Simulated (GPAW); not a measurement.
Crystal: Fe.

```xyz
1
Lattice="-1.4430 1.4430 1.4430 1.4430 -1.4430 1.4430 1.4430 1.4430 -1.4430" Properties=species:S:1:pos:R:3 pbc="T T T"
Fe    0.0000    0.0000    0.0000
```

Base run:

| Quantity | Value |
| --- | --- |
| Program | GPAW 26.7.0 |
| Functional | PBEsol |
| Potentials or basis | PAW data sets generated in the run's folder for this functional |
| Cutoff | 600 eV |
| Basis | pw |
| k mesh | 13 × 13 × 13 |
| Occupations | fermi-dirac, width 0.05 eV |
| Spin | collinear spin, ferromagnetic start |
| Starting moments | [3.0] μB |
| Hubbard terms | Fe d U = 6 eV |

Its results: pressure 18.9 GPa; net moment 3.10 μB per cell; site moments Fe +3.32 μB.

After a change of settings the same cell gave: pressure 33.0 GPa; net moment 3.39 μB per cell; site moments Fe +3.59 μB. Which change was it?
A. hubbard terms from Fe d U = 6 eV to none
B. hubbard terms from Fe d U = 6 eV to Fe d U = 8 eV
C. hubbard terms from Fe d U = 6 eV to Fe d U = 4 eV

B.

Caveats: the U is typed as a test and isn't derived for this compound; a pressure of tens of GPa on the cell as given is suspect, and the run, the potentials or the cell itself is likely at fault (some runs).
